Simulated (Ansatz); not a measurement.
The system is InSe.

```
In Se
1.0
     4.04733    0.00000    0.00000
    -2.02366    3.50509    0.00000
     0.00000    0.00000   18.05206
In Se
4 4
Direct
  0.33333 0.66667 0.07739
  0.33333 0.66667 0.92261
  0.00000 0.00000 0.42261
  0.00000 0.00000 0.57739
  0.33333 0.66667 0.35298
  0.33333 0.66667 0.64702
  0.66667 0.33333 0.14700
  0.66667 0.33333 0.85300
```

Measurements of this composition are mostly on another form, of space group No. 160.

Base run:

* Program: Ansatz 0.2.0
* Functional: PBEsol
* Potentials or basis: all-electron LAPW, scalar-relativistic
* Cutoff: 247 eV (chosen from the basis error)
* Basis error allowed: 0.002 eV/atom
* k mesh: 8 × 8 × 2
* Occupations: fermi-dirac, width 0.05 eV
* Spin: no spin polarisation

Its results: band gap on the k mesh 0.64 eV, direct; pressure -0.8 GPa; largest force 0.061 eV/Å.

The run is repeated on the same cell with these changes: functional from PBEsol to LDA. What comes out?

Band gap on the k mesh 0.50 eV, direct; pressure -2.3 GPa; largest force 0.152 eV/Å.

LDA binds more tightly than PBEsol, so the same cell stands under less pressure.

Caveats: spin-orbit coupling is left out, which moves the levels of the heavy elements; this functional lacks dispersion, which binds the layers, so the pressure and a relaxed spacing across them are unreliable (some runs).
